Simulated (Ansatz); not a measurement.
A relaxation of cell and atoms of a 3-atom cell of HfO2 started from a crystallographic database with Ansatz, at the level PBEsol. The starting cell comes from a relaxation with PBE.

```yaml
crystal:
  lattice:
    - [0.0, 2.5488057756, 2.5488057756]
    - [2.5488057756, 0.0, 2.5488057756]
    - [2.5488057756, 2.5488057756, 0.0]
  atoms:
    - { symbol: Hf, position: [0.0, 0.0, 0.0] }
    - { symbol: O, position: [0.25, 0.25, 0.25] }
    - { symbol: O, position: [0.75, 0.75, 0.75] }
kpoints:
  mp_grid: { grid: [8, 8, 8] }
hamiltonian:
  xc: pbesol
scf:
  occupations: { method: fermi_dirac, width: 0.02 }
relax:
  f_tol: 0.005
  cell: {}
output:
  write_density: true
  write_potential: true
  elf: true
  volumetric_format: npy
```

The output follows, shortened, with numbered blanks.
```
Functional definition: PBEsol
Crystal: 3 atoms, lattice volume = 33.116 Å³
Basis set: ecut = 420 eV, 645 PW (Γ)
Bands: 23, of which v1, the nominal top of the filled ones, is band 19 counted from 1 (18 counted from 0)
Symmetry: 48 space group operations
Space group: Fm-3m (ITA 225)
k-points: 29 of 512
preconditioner: auto → none  [insulator: Δε(μ)=3.416 eV  σ=0.020 eV  ℏωp=38.7 eV]
relax step 1: F+E_penalty+E_count = -16725.04715432 eV  P = -7.875 GPa  Ω = 33.116 Å³
--- Relaxed structure (5 steps of the walk, 5 accepted, 2 SCFs on fresh bases) ---
[1]
```

**Question.** What stood in the gaps? They hold the relaxed structure.

**Answer.**
```
[1]
  F+E_penalty+E_count = -16725.07326438 eV
  cell:  # Å, volume = 32.0790 Å³
    - [0.000000, 2.521913, 2.521913]
    - [2.521913, 0.000000, 2.521913]
    - [2.521913, 2.521913, 0.000000]
  atoms:
    - { symbol: Hf, position: [0.000000, 0.000000, 0.000000] }
    - { symbol: O, position: [0.250000, 0.250000, 0.250000] }
    - { symbol: O, position: [0.750000, 0.750000, 0.750000] }
```
The trailing digits, and the zero of the energies, depend on the potentials and thresholds.

The walk took 5 steps and changed the volume by -3.1 %. The last SCF, on a fresh basis, lies 8.7 meV an atom below the first. At the end: the symmetry is Fm-3m (No. 225, cubic); conventional cell a = 5.044 Å, 10.69 Å³ an atom. Hf has 8 O at 2.18 Å; O has 4 Hf at 2.18 Å.

Run as `ansatz run input.yaml --threads 2 --pin off --max-ram 2211MiB --backend cpu --events-out ev --progress --plain --runs-dir out`. Wall time 9.8 s on 2 threads of Arm Neoverse N1, on a shared host; peak host memory 0.38 GiB.

(Simulation; spin polarisation is off.)

Spin-orbit coupling is left out, which matters wherever the heavy atoms make up the band edges.
